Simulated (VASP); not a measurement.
# MoS2 in VASP: a PBE single point

MoS2, 3R-MoS2 type, under +1.0 % equal strain in all directions is computed at one geometry. Runs: PBE.

The runs shown are made with VASP 6.6.1. PAW datasets, plane waves. No spin polarisation and no zero-point or thermal motion.

### Step 1. The system as given

The cell comes from an earlier relaxation with r2SCAN+rVV10 in another program, then strained, with the atoms relaxed again.

The symmetry is R3m (No. 160, trigonal); a = 3.207 Å, c = 18.768 Å in the conventional setting, 18.57 Å³ an atom. Near Mo stand 6 S at 2.41 Å; near S stand 3 Mo at 2.41 Å.

As a file:

```cif
data_structure
_symmetry_space_group_name_H-M 'P 1'
_symmetry_Int_Tables_number 1
_cell_length_a 6.5241
_cell_length_b 6.5241
_cell_length_c 6.5241
_cell_angle_alpha 28.455
_cell_angle_beta 28.455
_cell_angle_gamma 28.455
_cell_volume 55.72
loop_
_atom_site_label
_atom_site_type_symbol
_atom_site_fract_x
_atom_site_fract_y
_atom_site_fract_z
_atom_site_occupancy
Mo1 Mo 0.99999 0.99999 0.99999 1
S1 S 0.41570 0.41570 0.41570 1
S2 S 0.25098 0.25098 0.25098 1
```

### Step 2. PBE

INCAR reads:

```
ENCUT = 520.000000
SIGMA = 0.020000
EDIFF = 1.00e-07
GGA = PE
PREC = Accurate
IBRION = -1
ISIF = 2
ISMEAR = -1
NBANDS = 20
NELM = 120
NSW = 0
LASPH = .TRUE.
LCHARG = .FALSE.
LWAVE = .FALSE.
LREAL = .FALSE.
```

KPOINTS reads:

```
KPOINTS created by Atomic Simulation Environment
0
Gamma
10 10 10
0 0 0
```

KPOINTS_OPT reads:

```
special points
10
Reciprocal
0.0000000000 0.0000000000 0.0000000000 1
-0.5000000000 -0.5000000000 -0.5000000000 1
-0.5000000000 -0.1812659202 -0.8187340798 1
-0.1812659202 0.1812659202 -0.5000000000 1
0.0000000000 0.0000000000 -0.5000000000 1
0.0000000000 0.3406329601 -0.3406329601 1
-0.3406329601 0.0000000000 -0.6593670399 1
-0.5000000000 0.0000000000 -0.5000000000 1
-0.1631393282 0.1631393282 -0.5000000000 1
0.1223960000 0.4557290000 -0.2083330000 1
```

POSCAR reads:

```
Mo S
 1.0000000000000000
     1.6034666397282493    0.9257618960836902    6.2558790839000000
    -1.6034666397282493    0.9257618960836902    6.2558790839000000
     0.0000000000000000   -1.8515237921673804    6.2558790839000000
 Mo  S
   1   2
Cartesian
  0.0000000000000000  0.0000000000000000 -0.0002327896249160
  0.0000000000000000 -0.0000000000000000  7.8017650333270963
 -0.0000000000000000  0.0000000000000000  4.7102259247234119
```

Potentials: the recommended PBE PAW datasets, 26 valence electrons in the neutral cell.

Started as:

```sh
> mpirun -np 1 vasp_std
```

Printed to the terminal (iteration lines stand in OSZICAR):

```text
POSCAR found type information on POSCAR MoS
 POSCAR found :  2 types and       3 ions
 LDA part: xc-table for (Slater+PW92), standard interpolation
 POSCAR, INCAR and KPOINTS ok, starting setup
 FFT: planning ... GRIDC
 FFT: planning ... GRID_SOFT
 FFT: planning ... GRID
 WAVECAR not read
 entering main loop
 Start KPOINTS_OPT (optional k-point list driver)
k-point batch [1-10\10]
```

OSZICAR:

```text
N       E                     dE             d eps       ncg     rms          rms(c)
DAV:   1     0.181688895433E+03    0.18169E+03   -0.13402E+04  4656   0.122E+03
DAV:   2    -0.158138280691E+02   -0.19750E+03   -0.19209E+03  5656   0.313E+02
DAV:   3    -0.232584306442E+02   -0.74446E+01   -0.73728E+01  5764   0.568E+01
DAV:   4    -0.233475091678E+02   -0.89079E-01   -0.89017E-01  5780   0.653E+00
DAV:   5    -0.233489141724E+02   -0.14050E-02   -0.14049E-02  5832   0.792E-01    0.234E+01
DAV:   6    -0.222328523472E+02    0.11161E+01   -0.11501E+01  4896   0.202E+01    0.884E+00
DAV:   7    -0.219170035450E+02    0.31585E+00   -0.40444E+00  4788   0.115E+01    0.571E+00
DAV:   8    -0.218217280885E+02    0.95275E-01   -0.50372E-01  5320   0.434E+00    0.167E+00
DAV:   9    -0.218227706845E+02   -0.10426E-02   -0.19673E-02  5336   0.884E-01    0.563E-01
DAV:  10    -0.218218244021E+02    0.94628E-03   -0.84372E-03  5224   0.611E-01    0.138E-01
DAV:  11    -0.218218188694E+02    0.55326E-05   -0.49956E-04  5468   0.155E-01    0.526E-02
DAV:  12    -0.218218015900E+02    0.17279E-04   -0.80083E-05  5352   0.570E-02    0.270E-02
DAV:  13    -0.218218223731E+02   -0.20783E-04   -0.31833E-05  4952   0.329E-02    0.841E-03
DAV:  14    -0.218218226759E+02   -0.30277E-06   -0.17096E-06  6288   0.772E-03    0.305E-03
DAV:  15    -0.218218228399E+02   -0.16404E-06   -0.83679E-07  5120   0.532E-03    0.204E-03
DAV:  16    -0.218218228342E+02    0.57644E-08   -0.10228E-07  4032   0.215E-03
   1 F= -.21821823E+02 E0= -.21821823E+02  d E =-.476038E-12
       N       E                     dE             ncg
DAV:   1     0.336716714024E+04   -0.98003E+04      408
DAV:   2     0.149108041175E+04   -0.18761E+04      480
DAV:   3     0.142595992919E+04   -0.65120E+02      496
DAV:   4     0.142517975902E+04   -0.78017E+00      480
DAV:   5     0.142516820561E+04   -0.11553E-01      496
DAV:   6     0.142516796968E+04   -0.23593E-03      500
DAV:   7     0.142516796334E+04   -0.63311E-05      492
DAV:   8     0.142516796312E+04   -0.21986E-06      424
DAV:   9     0.142516796312E+04   -0.87580E-08      304
```

The lines after F= are the extra pass for the points of KPOINTS_OPT, at fixed density; their E is not a total energy.

OUTCAR, selected sections:

```text
k-points           NKPTS =    116   k-points in BZ     NKDIM =    116   number of bands    NBANDS=     20

   NELECT =      26.0000    total number of electrons

   dimension x,y,z NGX =    50 NGY =   50 NGZ =   50
   dimension x,y,z NGXF=   100 NGYF=  100 NGZF=  100

  energy-cutoff  :      520.00
  volume of cell :       55.72
      direct lattice vectors                 reciprocal lattice vectors
     1.603466640  0.925761896  6.255879084     0.311824386  0.180031893  0.053283212
    -1.603466640  0.925761896  6.255879084    -0.311824386  0.180031893  0.053283212
     0.000000000 -1.851523792  6.255879084     0.000000000 -0.360063786  0.053283212

 k-points in reciprocal lattice and weights: KPOINTS created by Atomic Simulation Env
   0.00000000  0.00000000  0.00000000       0.001
   0.10000000  0.00000000  0.00000000       0.006
   0.20000000  0.00000000  0.00000000       0.006
   0.30000000  0.00000000  0.00000000       0.006
   0.40000000  0.00000000  0.00000000       0.006
   0.50000000  0.00000000  0.00000000       0.003
   0.10000000  0.10000000  0.00000000       0.006
   0.20000000  0.10000000  0.00000000       0.012
[... 108 more k-points ...]

 E-fermi :   7.4968

 k-point     1 :       0.0000    0.0000    0.0000
  band No.  band energies     occupation
      1     -54.5333      2.00000
      2     -28.6611      2.00000
      3     -28.4853      2.00000
      4     -28.4853      2.00000
      5      -7.8119      2.00000
      6      -6.2033      2.00000
      7       0.3153      2.00000
      8       3.6523      2.00000
      9       3.6523      2.00000
     10       4.7410      2.00000
     11       4.7410      2.00000
     12       5.7871      2.00000
     13       6.0511      2.00000
     14       9.0072      0.00000
     15       9.0072      0.00000
     16       9.3872      0.00000
     17       9.3872      0.00000
     18      12.3441      0.00000
     19      15.0729      0.00000
     20      15.2962      0.00000

 k-point     2 :       0.1000    0.0000    0.0000
  band No.  band energies     occupation
      1     -54.5301      2.00000
      2     -28.6545      2.00000
      3     -28.5191      2.00000
      4     -28.4930      2.00000
      5      -7.6668      2.00000
      6      -6.1576      2.00000
      7       0.4851      2.00000
      8       3.3448      2.00000
      9       3.8030      2.00000
     10       4.2591      2.00000
     11       4.5166      2.00000
     12       5.8684      2.00000
     13       6.1029      2.00000
     14       8.9268      0.00000
     15       8.9639      0.00000
     16       9.2120      0.00000
     17       9.2740      0.00000
     18      13.0098      0.00000
     19      15.3889      0.00000
     20      15.7033      0.00000

 k-point     3 :       0.2000    0.0000    0.0000
  band No.  band energies     occupation
      1     -54.5216      2.00000
      2     -28.6373      2.00000
      3     -28.6069      2.00000
      4     -28.5131      2.00000
      5      -7.2640      2.00000
      6      -6.0307      2.00000
      7       0.8846      2.00000
      8       2.7044      2.00000
      9       3.4244      2.00000
     10       4.0293      2.00000
     11       4.2125      2.00000
     12       5.6567      2.00000
     13       5.8615      2.00000
     14       8.3801      0.00000
     15       8.9031      0.00000
     16       9.2376      0.00000
     17       9.7554      0.00000
     18      14.1294      0.00000
     19      15.6213      0.00000
     20      15.9939      0.00000

 k-point     4 :       0.3000    0.0000    0.0000
  band No.  band energies     occupation
      1     -54.5111      2.00000
      2     -28.7136      2.00000
      3     -28.6158      2.00000
      4     -28.5379      2.00000
      5      -6.7054      2.00000
      6      -5.8573      2.00000
      7       1.0513      2.00000
      8       2.2649      2.00000
      9       2.6288      2.00000
     10       3.5493      2.00000
     11       4.7425      2.00000
     12       5.1918      2.00000
     13       5.4294      2.00000
     14       8.3934      0.00000
     15       8.6250      0.00000
     16       9.8504      0.00000
     17      10.1782      0.00000
     18      14.2020      0.00000
     19      14.6769      0.00000
     20      15.1758      0.00000

 k-point     5 :       0.4000    0.0000    0.0000
  band No.  band energies     occupation
      1     -54.5026      2.00000
      2     -28.7987      2.00000
      3     -28.5984      2.00000
      4     -28.5578      2.00000
      5      -6.1794      2.00000
      6      -5.7019      2.00000
      7       0.7398      2.00000
      8       1.8878      2.00000
      9       2.2672      2.00000
     10       3.2209      2.00000
     11       4.8705      2.00000
     12       5.1791      2.00000
     13       5.4492      2.00000
     14       8.5205      0.00000
     15       8.7433      0.00000
     16      10.3002      0.00000
     17      10.4043      0.00000
     18      13.0645      0.00000
     19      14.0480      0.00000
     20      14.5063      0.00000

 k-point     6 :       0.5000    0.0000    0.0000
  band No.  band energies     occupation
      1     -54.4993      2.00000
      2     -28.8309      2.00000
      3     -28.5917      2.00000
      4     -28.5654      2.00000
      5      -5.9511      2.00000
      6      -5.6403      2.00000
      7       0.5504      2.00000
      8       1.6706      2.00000
      9       2.1603      2.00000
     10       3.1059      2.00000
     11       4.7705      2.00000
     12       5.3419      2.00000
     13       5.6518      2.00000
     14       8.5202      0.00000
     15       8.9648      0.00000
     16      10.4318      0.00000
     17      10.4686      0.00000
     18      12.3012      0.00000
     19      13.9293      0.00000
     20      14.3900      0.00000

 k-point     7 :       0.1000    0.1000    0.0000
  band No.  band energies     occupation
      1     -54.5301      2.00000
      2     -28.6545      2.00000
      3     -28.5191      2.00000
      4     -28.4930      2.00000
      5      -7.6615      2.00000
      6      -6.1673      2.00000
      7       0.5068      2.00000
      8       3.3479      2.00000
      9       3.7993      2.00000
     10       4.2428      2.00000
     11       4.5244      2.00000
     12       5.7350      2.00000
     13       6.2154      2.00000
     14       8.8978      0.00000
     15       9.0144      0.00000
     16       9.1736      0.00000
     17       9.2971      0.00000
     18      13.0167      0.00000
     19      15.4187      0.00000
     20      15.7186      0.00000

 k-point     8 :       0.2000    0.1000    0.0000
  band No.  band energies     occupation
      1     -54.5243      2.00000
      2     -28.6426      2.00000
      3     -28.5775      2.00000
      4     -28.5094      2.00000
      5      -7.3824      2.00000
      6      -6.0879      2.00000
      7       0.8174      2.00000
      8       2.8913      2.00000
      9       3.7250      2.00000
     10       4.0136      2.00000
     11       4.0604      2.00000
     12       5.6942      2.00000
     13       6.0932      2.00000
     14       8.5016      0.00000
     15       8.9001      0.00000
     16       8.9941      0.00000
     17       9.7605      0.00000
     18      14.0228      0.00000
     19      15.5787      0.00000
     20      16.2368      0.00000

 k-point     9 :       0.3000    0.1000    0.0000
  band No.  band energies     occupation
      1     -54.5148      2.00000
      2     -28.6688      2.00000
      3     -28.6232      2.00000
      4     -28.5378      2.00000
      5      -6.8956      2.00000
      6      -5.9372      2.00000
      7       1.1500      2.00000
      8       2.4052      2.00000
      9       2.9451      2.00000
     10       3.5050      2.00000
     11       4.4007      2.00000
     12       5.4678      2.00000
     13       5.6269      2.00000
     14       8.2408      0.00000
     15       8.7422      0.00000
     16       9.2594      0.00000
     17      10.3254      0.00000
     18      14.7322      0.00000
     19      15.4825      0.00000
     20      15.8797      0.00000

 k-point    10 :       0.4000    0.1000    0.0000
  band No.  band energies     occupation
      1     -54.5052      2.00000
      2     -28.7584      2.00000
      3     -28.6038      2.00000
      4     -28.5663      2.00000
      5      -6.3439      2.00000
      6      -5.7618      2.00000
      7       1.0180      2.00000
      8       2.0293      2.00000
      9       2.3931      2.00000
     10       3.2641      2.00000
     11       4.5508      2.00000
     12       5.0532      2.00000
     13       5.5322      2.00000
     14       8.3766      0.00000
     15       8.7612      0.00000
     16       9.7105      0.00000
     17      10.6348      0.00000
     18      13.8707      0.00000
     19      14.6222      0.00000
     20      15.1692      0.00000

[... the tables of k-points 11 to 116 left out ...]

  Total       -0.3392471     -0.3392471      0.8578666      0.0000000      0.0000000     -0.0000000
  in kB       -9.7550132     -9.7550132     24.6678610      0.0000000      0.0000000     -0.0000000
  external PRESSURE =       1.7192782 kB  Pullay stress =       0.0000000 kB

 POSITION                                       TOTAL-FORCE (eV/Angst)
 -----------------------------------------------------------------------------------
      0.00000      0.00000     18.76740         0.000000      0.000000      0.002366
      0.00000      0.00000      7.80177         0.000000     -0.000000      0.088328
      0.00000      0.00000      4.71023         0.000000      0.000000     -0.090693
 -----------------------------------------------------------------------------------
    total drift:                                0.000000      0.000000      0.000031

  FREE ENERGIE OF THE ION-ELECTRON SYSTEM (eV)
  ---------------------------------------------------
  free  energy   TOTEN  =       -21.8218228342 eV

  energy  without entropy=      -21.8218228342  energy(sigma->0) =      -21.82182283
```

Wall time 8.1 min (1 MPI rank of Intel Xeon Platinum 8488C, shared host); peak memory 0.4 GiB.

The levels at the points of KPOINTS_OPT are read from vasprun.xml.

Levels at the named points, in eV from the top of band v (v: the last filled band by count, c: the next):

```
point    v−1      v     c   c+1
    Γ  -1.27  -1.01  1.95  1.95
    T  -2.29   0.00  2.03  2.03
  H_2  -2.74  -0.77  0.87  2.34
  H_0  -2.74  -0.77  0.87  2.34
    L  -1.71  -1.41  1.46  1.91
  S_0  -2.79  -0.75  0.85  2.34
  S_2  -2.79  -0.75  0.85  2.34
```

Gap with PBE: 0.84 eV, valence top at T, conduction bottom at (0.12, 0.46, -0.21). Least direct gap: 1.59 eV. Pressure: 0.17 GPa, and the largest force is 0.091 eV/Å, on atom 3 (S).

### Step 3. What came out

| level | gap (eV) | pressure (GPa) | largest force (eV/Å) |
| --- | --- | --- | --- |
| PBE | 0.84 | 0.17 | 0.091 |

In words: Forces up to 0.09 eV/Å (PBE) show atoms off their equilibrium places at that level.
